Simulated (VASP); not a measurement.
# Mesh, vacuum, cutoff and functional for a single sheet of WS2, part 3 of 4

Aim: find which settings matter for a slab model of a single sheet of WS2, and what they cost.

VASP 6.6.1, plane waves and PAW; the level of theory is named at each step.

So far. Step 9 (Another vacuum, vacuum width 24): Against the base run its depth below the vacuum changes by +0.00 eV and the energy by +0.1 meV an atom.

## 11. A lower cutoff, ENCUT 210

Level of this step: PBE, no spin polarisation; plane waves and PAW (S, W) (VASP).

A lower cutoff is cheaper, and the test is whether a potential difference survives it better than the total energy.

Contents of INCAR:

```
SYSTEM = WS2
PREC = Normal
ENCUT = 210
EDIFF = 1E-06
NELM = 120
ISMEAR = 0
SIGMA = 0.05
LREAL = .FALSE.
ALGO = Normal
GGA = PE
NBANDS = 15
LASPH = .TRUE.
LORBIT = 11
LWAVE = .FALSE.
LCHARG = .FALSE.
KPAR = 4
IDIPOL = 3
LDIPOL = .TRUE.
DIPOL = 0.5 0.5 0.5
LVHAR = .TRUE.
LVACPOTAV = .TRUE.
```

Contents of POSCAR:

```
WS2
1.0
    3.1800000000      0.0000000000      0.0000000000
   -1.5900000000      2.7539607840      0.0000000000
    0.0000000000      0.0000000000     18.1250000000
S W
2 1
Direct
    0.6666666670      0.3333333330      0.5862068970
    0.6666666670      0.3333333330      0.4137931030
    0.3333333330      0.6666666670      0.5000000000
```

Contents of KPOINTS:

```
Automatic mesh
0
Gamma
9 9 1
0 0 0
```

PAW data sets: S and W (PBE family, release 64).

Launch:

```console
mpirun -np 4 vasp_std
```

What it wrote:

```text
[... set-up lines as in an earlier step ...]
 entering main loop
       N       E                     dE             d eps       ncg     rms          rms(c)
DAV:   1     0.763317110467E+02    0.76332E+02   -0.42803E+03   368   0.446E+02
DAV:   2    -0.173538592791E+02   -0.93686E+02   -0.89283E+02   512   0.142E+02
DAV:   3    -0.249349197373E+02   -0.75811E+01   -0.75149E+01   486   0.485E+01
DAV:   4    -0.250707837180E+02   -0.13586E+00   -0.13566E+00   474   0.738E+00
[...]
DAV:  20    -0.236291360195E+02   -0.20570E-05   -0.10145E-07   411   0.176E-03    0.305E-03
DAV:  21    -0.236291370356E+02   -0.10162E-05   -0.38331E-08   327   0.933E-04    0.226E-03
DAV:  22    -0.236291371551E+02   -0.11949E-06   -0.10622E-08   355   0.562E-04
 [... a notice as in an earlier step ...]

   1 F= -.23629137E+02 E0= -.23629137E+02  d E =-.109797E-12
```

The job ended after 2.6 s (4 MPI ranks of Intel Xeon 6975P-C (Granite Rapids), shared host; peak memory 0.49 GiB; 8.4 s of CPU time).

From OUTCAR (step 11):

```text
  Total       -1.5105615     -1.5105615     -1.3129539      0.0000000     -0.0000000      0.0000000
  in kB      -15.2470596    -15.2470596    -13.2524804      0.0000000     -0.0000000      0.0000000
  external PRESSURE =     -14.5821999 kB  Pullay stress =       0.0000000 kB

 POSITION                                       TOTAL-FORCE (eV/Angst)
 -----------------------------------------------------------------------------------
      1.59000      0.91799     10.62500         0.000000      0.000000      0.176464
      1.59000      0.91799      7.50000         0.000000      0.000000     -0.176464
     -0.00000      1.83597      9.06250        -0.000000     -0.000000      0.000000
 -----------------------------------------------------------------------------------
    total drift:                               -0.000066      0.000038      0.000000

  FREE ENERGIE OF THE ION-ELECTRON SYSTEM (eV)
  ---------------------------------------------------
  free  energy   TOTEN  =       -23.6291371551 eV

  energy  without entropy=      -23.6291371551  energy(sigma->0) =      -23.62913716

[... 1 part as in an earlier step ...]

[... 2 further parts left out ...]
[key lines of the parts left out:]
E-fermi :  -1.6258
```

Numbers from this step:

```yaml
electronic_cycles: 22
free_energy_toten: -23.63 eV
fermi_energy: -1.626 eV
vacuum_levels: 3.818, 3.818 eV
ionisation_potentials_of_the_upper_and_lower_face: 5.681, 5.681 eV
electron_affinities_of_the_upper_and_lower_face: 3.874, 3.874 eV
highest_filled_level_below_the_vacuum: 5.681 eV
gap_on_the_k_mesh: 1.808 eV
least_direct_gap_on_the_k_mesh: 1.808 eV
```

Against the base run its depth below the vacuum changes by -0.02 eV and the energy by +29.5 meV an atom.

## 12. A lower cutoff, ENCUT 280

Changes to INCAR since step 11:

```diff
@@ -2,3 +2,3 @@
 PREC = Normal
-ENCUT = 210
+ENCUT = 280
 EDIFF = 1E-06
```

POSCAR is that of step 11.

KPOINTS is that of step 11.

Launch:

```console
mpirun -np 4 vasp_std
```

What it wrote:

```text
[... set-up lines as in an earlier step ...]
 entering main loop
       N       E                     dE             d eps       ncg     rms          rms(c)
DAV:   1     0.909587544135E+02    0.90959E+02   -0.48296E+03   360   0.560E+02
DAV:   2    -0.152248101452E+02   -0.10618E+03   -0.99290E+02   504   0.158E+02
DAV:   3    -0.249711935396E+02   -0.97464E+01   -0.96426E+01   514   0.570E+01
DAV:   4    -0.251563919535E+02   -0.18520E+00   -0.18480E+00   445   0.913E+00
[...]
DAV:  19    -0.236905250747E+02   -0.82272E-05   -0.17013E-07   411   0.174E-03    0.170E-03
DAV:  20    -0.236905356230E+02   -0.10548E-04   -0.64924E-07   345   0.241E-03    0.705E-04
DAV:  21    -0.236905364558E+02   -0.83288E-06   -0.39712E-08   383   0.818E-04
 [... a notice as in an earlier step ...]

   1 F= -.23690536E+02 E0= -.23690536E+02  d E =-.313240E-12
```

Run time: 4.2 s. Hardware: 4 MPI ranks; peak memory 0.51 GiB.

OUTCAR, selected parts (step 12):

```text
  Total       -0.0263254     -0.0263254      0.2104458      0.0000000     -0.0000000      0.0000000
  in kB       -0.2657190     -0.2657190      2.1241636      0.0000000     -0.0000000      0.0000000
  external PRESSURE =       0.5309086 kB  Pullay stress =       0.0000000 kB

 POSITION                                       TOTAL-FORCE (eV/Angst)
 -----------------------------------------------------------------------------------
      1.59000      0.91799     10.62500        -0.000000      0.000000      0.167062
      1.59000      0.91799      7.50000         0.000000     -0.000000     -0.167062
     -0.00000      1.83597      9.06250        -0.000000     -0.000000      0.000000
 -----------------------------------------------------------------------------------
    total drift:                               -0.000007      0.000004     -0.000000

  FREE ENERGIE OF THE ION-ELECTRON SYSTEM (eV)
  ---------------------------------------------------
  free  energy   TOTEN  =       -23.6905364558 eV

  energy  without entropy=      -23.6905364558  energy(sigma->0) =      -23.69053646

[... 1 part as in an earlier step ...]

[... 2 further parts left out ...]
[key lines of the parts left out:]
E-fermi :  -1.6330
```

Numbers from this step:

```
electronic cycles                                 : 21
free energy (TOTEN)                               : -23.69 eV
Fermi energy                                      : -1.633 eV
vacuum levels                                     : 3.838, 3.838 eV
ionisation potentials of the upper and lower face : 5.703, 5.703 eV
electron affinities of the upper and lower face   : 3.897, 3.897 eV
highest filled level below the vacuum             : 5.703 eV
gap on the k-mesh                                 : 1.806 eV
least direct gap on the k-mesh                    : 1.806 eV
```

Against the base run its depth below the vacuum changes by +0.00 eV and the energy by +9.0 meV an atom.

## 13. Another smearing width, SIGMA 0.02

The width trades sharpness at the Fermi level against the mesh needed.

Changes to INCAR since step 12:

```diff
@@ -2,3 +2,3 @@
 PREC = Normal
-ENCUT = 280
+ENCUT = 350
 EDIFF = 1E-06
@@ -6,3 +6,3 @@
 ISMEAR = 0
-SIGMA = 0.05
+SIGMA = 0.02
 LREAL = .FALSE.
```

POSCAR is that of step 12.

KPOINTS is that of step 12.

Launch:

```console
mpirun -np 4 vasp_std
```

What it wrote:

```text
[... set-up lines as in an earlier step ...]
 entering main loop
       N       E                     dE             d eps       ncg     rms          rms(c)
DAV:   1     0.102266083606E+03    0.10227E+03   -0.52631E+03   360   0.662E+02
[... 2 cycles as in an earlier step ...]
DAV:   4    -0.251796157794E+02   -0.19356E+00   -0.19323E+00   444   0.963E+00
DAV:   5    -0.251852397130E+02   -0.56239E-02   -0.56230E-02   537   0.153E+00    0.281E+01
DAV:   6    -0.239314325086E+02    0.12538E+01   -0.35106E+00   547   0.133E+01    0.123E+01
DAV:   7    -0.237933851706E+02    0.13805E+00   -0.10770E+00   465   0.831E+00    0.620E+00
DAV:   8    -0.237208108401E+02    0.72574E-01   -0.15341E-01   493   0.329E+00    0.921E-01
DAV:   9    -0.237192004141E+02    0.16104E-02   -0.26102E-02   500   0.112E+00    0.459E-01
DAV:  10    -0.237175034635E+02    0.16970E-02   -0.69253E-03   500   0.575E-01    0.209E-01
[... 1 cycle as in an earlier step ...]
DAV:  12    -0.237172410487E+02    0.17526E-03   -0.24299E-04   493   0.949E-02    0.395E-02
DAV:  13    -0.237172604485E+02   -0.19400E-04   -0.45495E-05   472   0.396E-02    0.222E-02
DAV:  14    -0.237173998324E+02   -0.13938E-03   -0.37823E-05   444   0.305E-02    0.327E-02
DAV:  15    -0.237174206294E+02   -0.20797E-04   -0.73966E-06   444   0.150E-02    0.675E-03
DAV:  16    -0.237174648448E+02   -0.44215E-04   -0.86061E-06   437   0.115E-02    0.888E-03
DAV:  17    -0.237174708627E+02   -0.60179E-05   -0.79520E-07   450   0.478E-03    0.284E-03
[... 3 cycles as in an earlier step ...]
DAV:  21    -0.237175248321E+02   -0.10057E-05   -0.54083E-08   383   0.113E-03    0.271E-04
DAV:  22    -0.237175253020E+02   -0.46991E-06   -0.22693E-08   285   0.549E-04
 [... a notice as in an earlier step ...]

   1 F= -.23717525E+02 E0= -.23717525E+02  d E =-.246267E-27
```

Elapsed: 4.4 s, on 4 MPI ranks; peak memory 0.61 GiB; 15 s of CPU time.

Parts of OUTCAR (step 13):

```text
  Total        0.1871081      0.1871081      0.4440330      0.0000000      0.0000000      0.0000000
  in kB        1.8886014      1.8886014      4.4819080      0.0000000      0.0000000      0.0000000
  external PRESSURE =       2.7530369 kB  Pullay stress =       0.0000000 kB

 POSITION                                       TOTAL-FORCE (eV/Angst)
 -----------------------------------------------------------------------------------
      1.59000      0.91799     10.62500         0.000000     -0.000000      0.166047
      1.59000      0.91799      7.50000        -0.000000      0.000000     -0.166047
     -0.00000      1.83597      9.06250        -0.000000      0.000000      0.000000
 -----------------------------------------------------------------------------------
    total drift:                               -0.000002      0.000001      0.000000

[... 4 parts as in an earlier step ...]

[... 1 further part left out ...]
[key lines of the parts left out:]
E-fermi :  -1.7168
```

Numbers from this step:

```yaml
electronic_cycles: 22
free_energy_toten: -23.72 eV
fermi_energy: -1.717 eV
vacuum_levels: 3.837, 3.837 eV
electron_affinities_of_the_upper_and_lower_face: 3.896, 3.896 eV
gap_on_the_k_mesh: 1.807 eV
least_direct_gap_on_the_k_mesh: 1.807 eV
```

Against the base run its depth below the vacuum changes by +0.00 eV and the energy by +0.0 meV an atom.

## 14. Another smearing width, SIGMA 0.4

Changes to INCAR since step 13:

```diff
@@ -6,3 +6,3 @@
 ISMEAR = 0
-SIGMA = 0.02
+SIGMA = 0.4
 LREAL = .FALSE.
```

POSCAR is that of step 13.

KPOINTS is that of step 13.

Launch:

```console
mpirun -np 4 vasp_std
```

What it wrote:

```text
[... set-up lines as in an earlier step ...]
 entering main loop
       N       E                     dE             d eps       ncg     rms          rms(c)
DAV:   1     0.102205002286E+03    0.10221E+03   -0.52631E+03   360   0.662E+02
DAV:   2    -0.139229351183E+02   -0.11613E+03   -0.10970E+03   552   0.167E+02
DAV:   3    -0.249860593871E+02   -0.11063E+02   -0.10962E+02   500   0.592E+01
DAV:   4    -0.251796204627E+02   -0.19356E+00   -0.19323E+00   444   0.963E+00
[...]
DAV:  20    -0.237175308624E+02   -0.10758E-04   -0.74607E-07   345   0.276E-03    0.121E-03
DAV:  21    -0.237175318669E+02   -0.10045E-05   -0.54009E-08   383   0.113E-03    0.269E-04
DAV:  22    -0.237175323373E+02   -0.47040E-06   -0.22715E-08   285   0.549E-04
 [... a notice as in an earlier step ...]

   1 F= -.23717532E+02 E0= -.23717484E+02  d E =-.957714E-04
```

It took 4.6 s on 4 MPI ranks; peak memory 0.6 GiB.

Parts of OUTCAR (step 14):

```text
  Total        0.1874199      0.1874199      0.4437608      0.0000000      0.0000000      0.0000000
  in kB        1.8917480      1.8917480      4.4791610      0.0000000      0.0000000      0.0000000
  external PRESSURE =       2.7542190 kB  Pullay stress =       0.0000000 kB

 POSITION                                       TOTAL-FORCE (eV/Angst)
 -----------------------------------------------------------------------------------
      1.59000      0.91799     10.62500         0.000000      0.000000      0.165961
      1.59000      0.91799      7.50000        -0.000000     -0.000000     -0.165961
     -0.00000      1.83597      9.06250         0.000000      0.000000     -0.000000
 -----------------------------------------------------------------------------------
    total drift:                               -0.000002      0.000001      0.000000

  FREE ENERGIE OF THE ION-ELECTRON SYSTEM (eV)
  ---------------------------------------------------
  free  energy   TOTEN  =       -23.7175323373 eV

  energy  without entropy=      -23.7174365660  energy(sigma->0) =      -23.71748445

[... 2 parts as in an earlier step ...]

[... 1 further part left out ...]
[key lines of the parts left out:]
E-fermi :  -0.9430
```

This step gave:

- Fermi energy: -0.943 eV

Against the base run its depth below the vacuum changes by +0.00 eV and the energy by +0.0 meV an atom.

## 15. Another level, functional LDA, disp none

This step: LDA, no spin polarisation; plane waves and PAW (S, W) (VASP 6.6.1).

Beside the numerical settings stands the choice of exchange and correlation.

Changes to INCAR since step 14:

```diff
@@ -6,6 +6,6 @@
 ISMEAR = 0
-SIGMA = 0.4
+SIGMA = 0.05
 LREAL = .FALSE.
 ALGO = Normal
-GGA = PE
+GGA = CA
 NBANDS = 15
```

POSCAR is that of step 14.

KPOINTS is that of step 14.

Launch:

```console
mpirun -np 4 vasp_std
```

What it wrote:

```text
[banner, memory and clock lines left out]
running    4 mpi-ranks, on    1 nodes
 distrk:  each k-point on    1 cores,    4 groups
 distr:  one band on    1 cores,    1 groups

 POSCAR found type information on POSCAR S W
 POSCAR found :  2 types and       3 ions
|                                                                             |
|               ----> ADVICE to this user running VASP <----                  |
|                                                                             |
|     You enforced a specific xc type in the INCAR file but a different       |
|     [... a line on the potential file left out ...]
|     I HOPE YOU KNOW WHAT YOU ARE DOING!                                     |
|                                                                             |

 LDA part: xc-table for (Slater(with rela. corr.)+CA(PZ))
 , standard interpolation
 POSCAR, INCAR and KPOINTS ok, starting setup
 FFT: planning ... GRIDC
 FFT: planning ... GRID_SOFT
 FFT: planning ... GRID
 WAVECAR not read
 entering main loop
       N       E                     dE             d eps       ncg     rms          rms(c)
DAV:   1     0.100317352102E+03    0.10032E+03   -0.52673E+03   360   0.663E+02
DAV:   2    -0.163328848330E+02   -0.11665E+03   -0.11060E+03   552   0.168E+02
DAV:   3    -0.274683845999E+02   -0.11135E+02   -0.11039E+02   493   0.597E+01
DAV:   4    -0.276740911413E+02   -0.20571E+00   -0.20534E+00   444   0.996E+00
DAV:   5    -0.276801381003E+02   -0.60470E-02   -0.60461E-02   546   0.158E+00    0.299E+01
DAV:   6    -0.264725225251E+02    0.12076E+01   -0.32689E+00   540   0.128E+01    0.127E+01
DAV:   7    -0.263257328562E+02    0.14679E+00   -0.11167E+00   465   0.835E+00    0.640E+00
DAV:   8    -0.262395661118E+02    0.86167E-01   -0.15574E-01   465   0.351E+00    0.899E-01
DAV:   9    -0.262379820616E+02    0.15841E-02   -0.31138E-02   521   0.120E+00    0.438E-01
DAV:  10    -0.262368112501E+02    0.11708E-02   -0.64815E-03   465   0.566E-01    0.175E-01
DAV:  11    -0.262369070841E+02   -0.95834E-04   -0.49993E-04   472   0.182E-01    0.682E-02
DAV:  12    -0.262370996353E+02   -0.19255E-03   -0.22695E-04   458   0.987E-02    0.505E-02
DAV:  13    -0.262372311342E+02   -0.13150E-03   -0.36747E-05   465   0.366E-02    0.236E-02
DAV:  14    -0.262374601883E+02   -0.22905E-03   -0.45173E-05   416   0.309E-02    0.284E-02
DAV:  15    -0.262374845834E+02   -0.24395E-04   -0.10696E-05   493   0.197E-02    0.513E-03
DAV:  16    -0.262375360750E+02   -0.51492E-04   -0.89094E-06   451   0.113E-02    0.892E-03
DAV:  17    -0.262375428611E+02   -0.67861E-05   -0.47546E-07   441   0.361E-03    0.369E-03
DAV:  18    -0.262375681671E+02   -0.25306E-04   -0.12246E-06   410   0.405E-03    0.966E-04
DAV:  19    -0.262375796471E+02   -0.11480E-04   -0.39905E-07   405   0.227E-03    0.153E-03
DAV:  20    -0.262375883589E+02   -0.87118E-05   -0.46881E-07   351   0.193E-03    0.806E-04
DAV:  21    -0.262375895632E+02   -0.12043E-05   -0.36102E-08   383   0.694E-04    0.476E-04
DAV:  22    -0.262375902771E+02   -0.71386E-06   -0.34974E-08   306   0.569E-04
 [... a notice as in an earlier step ...]

   1 F= -.26237590E+02 E0= -.26237590E+02  d E =-.932432E-17
```

Wall time 3.2 s (4 MPI ranks); peak memory 0.55 GiB; 10 s of CPU time.

Parts of OUTCAR (step 15):

```text
   NELECT =      18.0000    total number of electrons

 E-fermi :  -1.8434

 k-point     1 :       0.0000    0.0000    0.0000
  band No.  band energies     occupation
    ...
      5      -4.9895      2.00000
      6      -4.1744      2.00000
      7      -3.7300      2.00000
      8      -3.7300      2.00000
      9      -2.1509      2.00000
     10       0.8057      0.00000
     11       0.8057      0.00000
     12       0.9897      0.00000
     13       0.9897      0.00000
     14       2.9538      0.00000
    ...

  Total       -2.0590176     -2.0590176     -1.1364213      0.0000000      0.0000000      0.0000000
  in kB      -20.7829769    -20.7829769    -11.4706242      0.0000000      0.0000000      0.0000000
  external PRESSURE =     -17.6788594 kB  Pullay stress =       0.0000000 kB

 POSITION                                       TOTAL-FORCE (eV/Angst)
 -----------------------------------------------------------------------------------
      1.59000      0.91799     10.62500        -0.000000     -0.000000     -0.345019
      1.59000      0.91799      7.50000        -0.000000     -0.000000      0.345019
     -0.00000      1.83597      9.06250         0.000000      0.000000      0.000000
 -----------------------------------------------------------------------------------
    total drift:                               -0.000001      0.000001      0.000000

  FREE ENERGIE OF THE ION-ELECTRON SYSTEM (eV)
  ---------------------------------------------------
  free  energy   TOTEN  =       -26.2375902771 eV

  energy  without entropy=      -26.2375902771  energy(sigma->0) =      -26.23759028

 vacuum level on the upper side and lower side of the slab         3.850         3.850

[... 9 parts as in an earlier step ...]

[... 9 further parts left out ...]
```

The PAW data sets were made with PBE, though LDA sets exist; this is a small mismatch.

This step gave:

```yaml
free_energy_toten: -26.24 eV
fermi_energy: -1.843 eV
vacuum_levels: 3.85, 3.85 eV
ionisation_potentials_of_the_upper_and_lower_face: 5.976, 5.976 eV
electron_affinities_of_the_upper_and_lower_face: 4.167, 4.167 eV
highest_filled_level_below_the_vacuum: 5.976 eV
gap_on_the_k_mesh: 1.809 eV
least_direct_gap_on_the_k_mesh: 1.809 eV
```

Force by atom:

| atom | x (eV/Å) | y (eV/Å) | z (eV/Å) | size |
| --- | --- | --- | --- | --- |
| S1 | 0.000 | 0.000 | -0.345 | 0.345 |
| S2 | 0.000 | 0.000 | 0.345 | 0.345 |
| W3 | 0.000 | 0.000 | 0.000 | 0.000 |

Against the base run its depth below the vacuum changes by +0.27 eV.

(Continued in part 4 of 4.)

[Lines on the potential files, build, host, timing and source positions are cut from VASP's logs without a mark.]

[Logs are printed without paths, hosts, clocks, repeated set-up lines and the standing remarks that a program may print on its own settings, such as how far it seeks lower states.]

[Hosts, paths, dates, database ids (printed as entryN), source tags and the programs' standing remarks are cut or masked in the printed files.]

[In band tables of VASP the shares of atoms and orbitals are scaled to a sum of 1 inside the atoms' spheres.]

[Runs that stopped without an error message from VASP are left out.]
